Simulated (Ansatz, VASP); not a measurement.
# Ni: VASP beside Ansatz

```
Ni
1.0
     0.00000    1.51191    1.51191
     1.51191    0.00000    1.51191
     1.51191    1.51191    0.00000
Ni
1
Direct
  0.00000 0.00000 0.00000
```

Alike in both runs: functional LDA; k mesh 22 × 22 × 22; occupations fermi-dirac, width 0.1 eV; collinear spin.

Ansatz relaxed the structure, and its values are those at the end. VASP's run is a single point on that final structure, the one shown.

```csv
,VASP,Ansatz
version,VASP 6.6.1,Ansatz 0.2.0
potentials or method,"VASP PAW LDA potentials, release 64 (Ni), cutoff 520 eV","all-electron LAPW, scalar-relativistic"
```

VASP gave:

| Quantity | Value |
| --- | --- |
| net moment per atom (μB) | 0.29 |
| size of the moment on the site where the two differ most (μB) | 0.27 |

What did Ansatz give for the same quantities?

net moment per atom (μB): 0.35; size of the moment on the site where the two differ most (μB): 0.36.

Site moments also hang on the region over which each program counts them. Ansatz ran all-electron here, so the differences hold the error of VASP's frozen core and of both bases.
